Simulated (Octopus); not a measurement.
# WC (Fm-3m) in Octopus: equation of state

How stiff is WC in PBEsol, and what volume does it want? The cell is scaled to several volumes.

All numbers are computed with Octopus 16.4; they aren't measurements. Logs are shortened: lines on timing, memory, paths and dates and some standing lists are left out, and cuts for length are marked.

## (1) The crystal as given

Symmetry: Fm-3m, No. 225, cubic system. Conventional cell: a = 4.385 Å, b = 4.385 Å, c = 4.385 Å, α = 90.00°, β = 90.00°, γ = 90.00°. Around W (site symmetry m-3m) lie 6 C at 2.19 Å. C (site symmetry m-3m) has 6 W at 2.19 Å as nearest neighbours.

Measurements of this composition are mostly on another form, of space group No. 187.

## (2) Equation of state, PBEsol, 10.54 Å³/atom

Input file inp:

```
CalculationMode = gs
UnitsOutput = eV_Angstrom
PeriodicDimensions = 3
ExperimentalFeatures = yes
PseudopotentialSet = pseudodojo_pbesol
%LatticeParameters
 1*angstrom | 1*angstrom | 1*angstrom
%
%LatticeVectors
 0 | 2.192684 | 2.192684
 2.192684 | 0 | 2.192684
 2.192684 | 2.192684 | 0
%
%ReducedCoordinates
 "W" | 0 | 0 | 0
 "C" | 0.5 | 0.5 | 0.5
%
%Spacing
 0.12920514*angstrom | 0.12920514*angstrom | 0.12920514*angstrom
%
DerivativesOrder = 8
%KPointsGrid
 10 | 10 | 10
%
KPointsUseSymmetries = yes
XCFunctional = gga_x_pbe_sol + gga_c_pbe_sol
SmearingFunction = fermi_dirac
Smearing = 0.05*eV
ExtraStates = 8
Eigensolver = chebyshev_filter
ConvRelDens = 3e-7
MaximumIter = 120
```

Potentials or basis: pseudodojo_pbesol (PseudoDojo 0.4, PBEsol).

Command:

```bash
> OMP_NUM_THREADS=1 octopus > out.log
```

out.log:

```text
Running octopus

[... 13 lines left out ...]

Input: [AllElectronType = no]
Input: [PseudopotentialSet = pseudodojo_pbesol]
Reading Coordinates from ReducedCoordinates block

****************************** Species *******************************
  Species 'W'
    type             : pseudopotential
    file             : 'W.upf'
    file format      : UPF2
    valence charge   : 14.0
    atomic number    :  74
    form on file     : kleinman-bylander
    lmax             : 3
    llocal           : -1
    projectors per l : 2
    total projectors : 8
    application form : kleinman-bylander
    orbitals         : 10
    bound orbitals   : 10

  Species 'C'
    type             : pseudopotential
    file             : 'C.upf'
    file format      : UPF2
    valence charge   : 4.0
    atomic number    :   6
    form on file     : kleinman-bylander
    lmax             : 1
    llocal           : -1
    projectors per l : 2
    total projectors : 4
    application form : kleinman-bylander
    orbitals         :  4
    bound orbitals   :  4

**********************************************************************

***************************** Symmetries *****************************
Space group No.  225
International: Fm-3m
Schoenflies: Oh^5
Info: The system has    48 symmorphic symmetries that can be used.
  Index                Rotation matrix                      Fractional translations
    1 :     1   0   0     0   1   0     0   0   1      0.000000    0.000000    0.000000
    2 :    -1   0   0     0  -1   0     0   0  -1      0.000000    0.000000    0.000000
    3 :     1   0  -1     1   0   0     1  -1   0      0.000000    0.000000    0.000000
    4 :    -1   0   1    -1   0   0    -1   1   0      0.000000    0.000000    0.000000
    5 :     0   1  -1     1   0  -1     0   0  -1      0.000000    0.000000    0.000000
    6 :     0  -1   1    -1   0   1     0   0   1      0.000000    0.000000    0.000000
[... 40 lines left out ...]
   47 :     0   1  -1    -1   1   0     0   1   0      0.000000    0.000000    0.000000
   48 :     0  -1   1     1  -1   0     0  -1   0      0.000000    0.000000    0.000000
Info: The system also has     0 nonsymmorphic symmetries (not used for electrons).
**********************************************************************

Input: [CurvMethod = curv_affine]
Input: [DerivativesStencil = stencil_stargeneral]

****************************** Lattice *******************************
  Lattice Vectors [A]
    0.000000    2.192684    2.192684
    2.192684    0.000000    2.192684
    2.192684    2.192684    0.000000
  Cell volume =            21.0842 [A^3]
  Reciprocal-Lattice Vectors [A^-1]
   -1.432761    1.432761    1.432761
    1.432761   -1.432761    1.432761
    1.432761    1.432761   -1.432761
  Cell angles [degree]
    alpha =   60.000
    beta  =   60.000
    gamma =   60.000
**********************************************************************

Checking if the generated full k-point grid is symmetric

    47 k-points generated from parameters :
 ---------------------------------------------------
    n =   10   10   10

    s1  =  0.00  0.00  0.00

   index |      weight  |             coordinates              |
       1 |     0.001000 |    0.000000    0.000000    0.000000  |
       2 |     0.008000 |    0.100000    0.000000    0.000000  |
       3 |     0.006000 |    0.100000    0.100000    0.000000  |
       4 |     0.012000 |   -0.100000    0.100000    0.000000  |
       5 |     0.024000 |   -0.100000    0.100000    0.100000  |
       6 |     0.008000 |    0.200000    0.000000    0.000000  |
[... 39 lines left out ...]
      46 |     0.012000 |   -0.400000    0.500000    0.100000  |
      47 |     0.003000 |    0.500000    0.500000    0.000000  |

Input: [SmearingFunction = fermi_dirac]
Input: [SymmetrizeDensity = yes]

******************************* States *******************************
Total electronic charge  =       18.000
Number of states         =       17
States block-size        =        4
**********************************************************************
[... 5 lines left out ...]
Simulation Box:
  Type = parallelepiped
  Lengths [A] = (   3.101,   3.101,   3.101)
Main mesh:
  Spacing [A] = ( 0.129, 0.129, 0.129)    volume/point [A^3] =      0.00153
  # inner mesh =      13824
  # total mesh =      51328
  Grid Cutoff [eV] =  2252.490838    Grid Cutoff [Ry] =   165.555038
**********************************************************************

Input: [StatesPack = yes]
Input: [StatesOrthogonalization = cholesky_serial]

**************************** Theory Level ****************************
Input: [TheoryLevel = kohn_sham]

Exchange-correlation:
  Exchange
    Perdew, Burke & Ernzerhof SOL (GGA)
    [1] J. P. Perdew, A. Ruzsinszky, G. I. Csonka, O. A. Vydrov, G. E. Scuseria, L. A. Constantin, X. Zhou, and K. Burke.,  Phys. Rev. Lett. 100, 136406 (2008)
  Correlation
    Perdew, Burke & Ernzerhof SOL (GGA)
    [1] J. P. Perdew, A. Ruzsinszky, G. I. Csonka, O. A. Vydrov, G. E. Scuseria, L. A. Constantin, X. Zhou, and K. Burke.,  Phys. Rev. Lett. 100, 136406 (2008)

**********************************************************************
[... 5 lines left out ...]
**********************************************************************

Info: FFT grid dimensions       = 24 x 24 x 24
      Total grid size           = 13824 (      0.1 MiB )
Input: [FilterPotentials = filter_TS]
Info: Pseudopotential for W
  Radii for localized parts:
    local part     =  1.3 A
    non-local part =  1.5 A
    orbitals       =  5.6 A

Info: Pseudopotential for C
  Radii for localized parts:
    local part     =  1.1 A
    non-local part =  1.0 A
    orbitals       =  4.8 A

Input: [RelativisticCorrection = non_relativistic]
[... 11 lines left out ...]
      Block       2 contains       4 states:       5 -       8
      Block       3 contains       4 states:       9 -      12
      Block       4 contains       4 states:      13 -      16
      Block       5 contains       1 states:      17 -      17
Info: Ground-state allocation done.
Info: Could not find 'restart/gs' directory for restart.
[... 18 lines left out ...]
** Warning:
**   Cannot do LCAO for all states because there are not enough atomic orbitals.
**   Required: 17. Available: 14. 3 orbitals will be randomized.

Info: Unnormalized total charge =     17.995095
Info: Renormalized total charge =     18.000000

** Warning:
**   Symmetrization discrepancy ratio (scalar) =  1.74565E-04

Info: Setting up Hamiltonian.
Info: Performing initial LCAO calculation with     14 orbitals.
Info: Getting Hamiltonian matrix elements.

Eigenvalues [eV]
 #st  Spin   Eigenvalue      Occupation
#k =       1, k = (  0.000000,  0.000000,  0.000000)
   1   --   -60.340539       2.000000
   2   --   -24.552539       2.000000
   3   --   -24.552525       2.000000
   4   --   -24.552525       2.000000
   5   --    -3.427746       2.000000
   6   --    10.879115       2.000000
   7   --    10.879115       2.000000
   8   --    10.879326       2.000000
   9   --    11.459838       2.000000
  10   --    11.459838       2.000000
  11   --    11.459896       2.000000
  12   --    13.279599       2.000000
  13   --    13.279599       2.000000
  14   --    19.830966       0.000000
#k =       2, k = (  0.100000,  0.000000,  0.000000)
   1   --   -60.319961       2.000000
   2   --   -24.543786       2.000000
   3   --   -24.543774       2.000000
   4   --   -24.487561       2.000000
   5   --    -3.129622       2.000000
   6   --    10.253230       2.000000
   7   --    10.253358       2.000000
   8   --    10.347227       2.000000
   9   --    11.936391       2.000000
  10   --    11.936472       2.000000
  11   --    12.548940       2.000000
  12   --    14.431251       2.000000
  13   --    14.431280       2.000000
  14   --    20.403735       0.000000
[... 45 further k-points ...]
Fermi energy =    17.337641 eV
Generating random wavefunctions for states       15 and above
Orthogonalizing wavefunctions.
Info: Ground-state restart information will be written to 'restart/gs'.
Info: SCF using complex wavefunctions.
Info: Starting SCF iteration.

** Warning:
**   Symmetrization discrepancy ratio (scalar) =  3.63324E-02

*********************** SCF CYCLE ITER #    1 ************************
 etot  = -2.19756540E+03 abs_ev   =  5.11E+01 rel_ev   =  2.45E-01
 ediff =        8.08E+01 abs_dens =  2.27E+00 rel_dens =  1.26E-01
Matrix vector products: 1175
Converged eigenvectors: 0

#  State  KPoint  Eigenvalue [eV]  Occupation    Error
      1       1      -60.343440    2.000000   ( 2.9E-06)
      1       2      -60.339530    2.000000   ( 8.6E-06)
      1       3      -60.338226    2.000000   ( 1.4E-05)
      1       4      -60.333506    2.000000   ( 1.3E-05)
      1       5      -60.330088    2.000000   ( 1.6E-05)
      1       6      -60.329280    2.000000   ( 1.2E-05)
      1      10      -60.324557    2.000000   ( 7.4E-06)
      1       7      -60.322438    2.000000   ( 1.2E-05)

  [output of 420 eigenvalues skipped: maximum error = 4.7E-02]
[... 21 lines left out ...]
     16       2       35.129269    0.000000   ( 1.5E-01)
     17      22       35.592442    0.000000   ( 1.8E-01)
     17       2       35.613749    0.000000   ( 1.2E-01)
     17      16       36.026734    0.000000   ( 1.8E-01)
     17       3       36.262977    0.000000   ( 1.6E-01)
     17       4       37.388532    0.000000   ( 1.6E-01)
     16       1       37.747047    0.000000   ( 7.4E-02)
     17       1       40.448192    0.000000   ( 1.6E-01)

Density of states:

------------------------%---------------------------------------------
------------------------%---------------------------------------------
------------------------%---------------------------------------------
------------------------%---------------------------------------------
------------------------%---------------------------------------------
------------------------%---------------------%-----------------------
------------------------%---------------------%-----%-----------------
%-----------------------%---------------------%----%%-----------------
%-----------------------%----------------%---%%%--%%%%%%%%%%----------
%-----------------------%---------------%%--%%%%%%%%%%%%%%%%%%%%%-----
                                                   ^

Fermi energy =    13.630098 eV

**********************************************************************

*********************** SCF CYCLE ITER #    2 ************************
 etot  = -2.22669749E+03 abs_ev   =  8.72E+00 rel_ev   =  4.02E-02
 ediff =        1.07E+00 abs_dens =  1.46E+00 rel_dens =  8.12E-02
Matrix vector products: 1175
Converged eigenvectors: 0
[... 163 lines left out ...]
*********************** SCF CYCLE ITER #   16 ************************
 etot  = -2.22644885E+03 abs_ev   =  5.32E-05 rel_ev   =  2.45E-07
 ediff =        2.20E-06 abs_dens =  1.22E-06 rel_dens =  6.78E-08
Matrix vector products: 1175
Converged eigenvectors: 61

#  State  KPoint  Eigenvalue [eV]  Occupation    Error
      1       1      -62.263417    2.000000   ( 1.7E-08)
      1       2      -62.259898    2.000000   ( 2.1E-08)
      1       3      -62.258725    2.000000   ( 1.7E-08)
      1       4      -62.254479    2.000000   ( 1.7E-08)
      1       5      -62.251404    2.000000   ( 1.7E-08)
      1       6      -62.250678    2.000000   ( 2.8E-08)
      1      10      -62.246427    2.000000   ( 2.1E-08)
      1       7      -62.244523    2.000000   ( 2.1E-08)

  [output of 419 eigenvalues skipped: maximum error = 1.5E-07]
[... 21 lines left out ...]
     17       7       31.846278    0.000000   ( 6.0E-02)
     17       4       33.059307    0.000000   ( 1.7E-02)
     16       3       33.571620    0.000000   ( 1.8E-02)
     17       3       33.575405    0.000000   ( 2.7E-02)
     16       2       33.645671    0.000000   ( 1.9E-02)
     17       2       34.828300    0.000000   ( 5.0E-02)
     16       1       36.336451    0.000000   ( 6.7E-03)
     17       1       36.360906    0.000000   ( 4.0E-02)

Density of states:

-------------------------%--------------------------------------------
-------------------------%--------------------------------------------
-------------------------%--------------------------------------------
-------------------------%--------------------------------------------
-------------------------%--------------------------------------------
-------------------------%----------------------------%---------------
-------------------------%-----------------------%----%---------------
%------------------------%----------------------%%---%%------%%-------
%------------------------%------------------%--%%%--%%%--%%%-%%%%-----
%------------------------%-----------------%%--%%%%%%%%%%%%%%%%%%-----
                                                     ^

Fermi energy =    13.180072 eV

**********************************************************************

Info: SCF converged in   16 iterations

** Warning:
**   Some of the states are not fully converged!

Info: Number of matrix-vector products:      18800
Info: Finished writing information to 'restart/gs'.

Octopus emitted 20 warnings.
```

It took 5.4 min on 1 thread of Arm Neoverse V2, shared host; peak memory 0.77 GiB.

What came out:

- Free energy: -2226.4554 eV
- Band gap on the k mesh: none (metal or under the smearing width)

## (3) Equation of state, PBEsol, 10.33 Å³/atom (volume scaled by 0.98)

inp: that of step 2 with these lines changed.

```diff
@@ -9,5 +9,5 @@
 %LatticeVectors
- 0 | 2.192684 | 2.192684
- 2.192684 | 0 | 2.192684
- 2.192684 | 2.192684 | 0
+ 0 | 2.1779675566 | 2.1779675566
+ 2.1779675566 | 0 | 2.1779675566
+ 2.1779675566 | 2.1779675566 | 0
 %
@@ -18,3 +18,3 @@
 %Spacing
- 0.12920514*angstrom | 0.12920514*angstrom | 0.12920514*angstrom
+ 0.12833797*angstrom | 0.12833797*angstrom | 0.12833797*angstrom
 %
```

Potentials or basis: pseudodojo_pbesol (PseudoDojo 0.4, PBEsol).

Command:

```bash
> OMP_NUM_THREADS=1 octopus > out.log
```

Run time: 5 min. Hardware: 1 thread of Arm Neoverse V2, shared host; peak memory 0.78 GiB.

The run converged. Its results:

```yaml
Free_energy: -2226.4701 eV
Band_gap_on_the_k_mesh: none (metal or under the smearing width)
```

## (4) Equation of state, PBEsol, 10.75 Å³/atom (volume scaled by 1.02)

inp: that of step 3 with these lines changed.

```diff
@@ -9,5 +9,5 @@
 %LatticeVectors
- 0 | 2.1779675566 | 2.1779675566
- 2.1779675566 | 0 | 2.1779675566
- 2.1779675566 | 2.1779675566 | 0
+ 0 | 2.2072055093 | 2.2072055093
+ 2.2072055093 | 0 | 2.2072055093
+ 2.2072055093 | 2.2072055093 | 0
 %
@@ -18,3 +18,3 @@
 %Spacing
- 0.12833797*angstrom | 0.12833797*angstrom | 0.12833797*angstrom
+ 0.13006083*angstrom | 0.13006083*angstrom | 0.13006083*angstrom
 %
```

Command:

```bash
> OMP_NUM_THREADS=1 octopus > out.log
```

Wall time 6.1 min (1 thread of Arm Neoverse V2, shared host); peak memory 0.77 GiB.

The run converged. Its results:

| Quantity | Value |
| --- | --- |
| Free energy | -2226.4190 eV |
| Band gap on the k mesh | none (metal or under the smearing width) |

## (5) Equation of state, PBEsol, 10.12 Å³/atom (volume scaled by 0.96)

inp: that of step 4 with these lines changed.

```diff
@@ -9,5 +9,5 @@
 %LatticeVectors
- 0 | 2.2072055093 | 2.2072055093
- 2.2072055093 | 0 | 2.2072055093
- 2.2072055093 | 2.2072055093 | 0
+ 0 | 2.1630495024 | 2.1630495024
+ 2.1630495024 | 0 | 2.1630495024
+ 2.1630495024 | 2.1630495024 | 0
 %
@@ -18,3 +18,3 @@
 %Spacing
- 0.13006083*angstrom | 0.13006083*angstrom | 0.13006083*angstrom
+ 0.12745891*angstrom | 0.12745891*angstrom | 0.12745891*angstrom
 %
```

Command:

```bash
> OMP_NUM_THREADS=1 octopus > out.log
```

Run time: 5.1 min. Hardware: 1 thread of Arm Neoverse V2, shared host; peak memory 0.78 GiB.

It converged, with:

```
Free energy            : -2226.4648 eV
Band gap on the k mesh : none (metal or under the smearing width)
```

## (6) Equation of state, PBEsol, 10.96 Å³/atom (volume scaled by 1.04)

inp: that of step 5 with these lines changed.

```diff
@@ -9,5 +9,5 @@
 %LatticeVectors
- 0 | 2.1630495024 | 2.1630495024
- 2.1630495024 | 0 | 2.1630495024
- 2.1630495024 | 2.1630495024 | 0
+ 0 | 2.2215384142 | 2.2215384142
+ 2.2215384142 | 0 | 2.2215384142
+ 2.2215384142 | 2.2215384142 | 0
 %
@@ -18,3 +18,3 @@
 %Spacing
- 0.12745891*angstrom | 0.12745891*angstrom | 0.12745891*angstrom
+ 0.13090541*angstrom | 0.13090541*angstrom | 0.13090541*angstrom
 %
```

Potentials or basis: pseudodojo_pbesol (PseudoDojo 0.4, PBEsol).

Command:

```bash
> OMP_NUM_THREADS=1 octopus > out.log
```

Run time: 4.9 min. Hardware: 1 thread of Arm Neoverse V2, shared host; peak memory 0.77 GiB.

The run converged. Its results:

| Property | Result |
| --- | --- |
| Free energy | -2226.3686 eV |
| Band gap on the k mesh | none (metal or under the smearing width) |

## (7) Equation of state, PBEsol, 9.91 Å³/atom (volume scaled by 0.94)

inp: that of step 6 with these lines changed.

```diff
@@ -9,5 +9,5 @@
 %LatticeVectors
- 0 | 2.2215384142 | 2.2215384142
- 2.2215384142 | 0 | 2.2215384142
- 2.2215384142 | 2.2215384142 | 0
+ 0 | 2.1479227872 | 2.1479227872
+ 2.1479227872 | 0 | 2.1479227872
+ 2.1479227872 | 2.1479227872 | 0
 %
@@ -18,3 +18,3 @@
 %Spacing
- 0.13090541*angstrom | 0.13090541*angstrom | 0.13090541*angstrom
+ 0.12656756*angstrom | 0.12656756*angstrom | 0.12656756*angstrom
 %
@@ -32 +32,6 @@
 MaximumIter = 120
+%Output
+ density | cube
+ elf | cube
+ potential | cube
+%
```

Command:

```bash
> OMP_NUM_THREADS=1 octopus > out.log
```

Wall time 5 min (1 thread of Arm Neoverse V2, shared host); peak memory 0.78 GiB.

It converged, with:

- Free energy: -2226.4383 eV
- Band gap on the k mesh: none (metal or under the smearing width)

## (8) Equation of state, PBEsol, 11.17 Å³/atom (volume scaled by 1.06)

inp: that of step 7 with these lines changed.

```diff
@@ -9,5 +9,5 @@
 %LatticeVectors
- 0 | 2.1479227872 | 2.1479227872
- 2.1479227872 | 0 | 2.1479227872
- 2.1479227872 | 2.1479227872 | 0
+ 0 | 2.2356887219 | 2.2356887219
+ 2.2356887219 | 0 | 2.2356887219
+ 2.2356887219 | 2.2356887219 | 0
 %
@@ -18,3 +18,3 @@
 %Spacing
- 0.12656756*angstrom | 0.12656756*angstrom | 0.12656756*angstrom
+ 0.13173922*angstrom | 0.13173922*angstrom | 0.13173922*angstrom
 %
@@ -32,6 +32 @@
 MaximumIter = 120
-%Output
- density | cube
- elf | cube
- potential | cube
-%
```

Command:

```bash
> OMP_NUM_THREADS=1 octopus > out.log
```

Wall time 5.9 min (1 thread of Arm Neoverse V2, shared host); peak memory 0.77 GiB.

Results (log left out):

```
Free energy            : -2226.3039 eV
Band gap on the k mesh : none (metal or under the smearing width)
```

## (9) Equation of state, PBEsol

Potentials or basis: pseudodojo_pbesol (PseudoDojo 0.4, PBEsol).

This step only gathers the single runs of the series.

Results:

| Item | Value |
| --- | --- |
| Equilibrium volume | 10.27 Å³/atom (rough: see the caveat) |
| Bulk modulus | 393 GPa (rough) |

Energy against volume, from the lowest point:
```
volume (Å³/atom)  energy (meV/atom)
           9.910              15.91
          10.120               2.68
          10.331               0.00
          10.542               7.38
          10.753              25.57
          10.964              50.78
          11.175              83.13
```

Caveat: the fit is doubtful: noisy points or a state that changes with volume; the number of grid points is fixed, so the spacing changes with the cell, which shifts volumes and moduli. The run has no spin-orbit coupling, so splittings on W are missing.
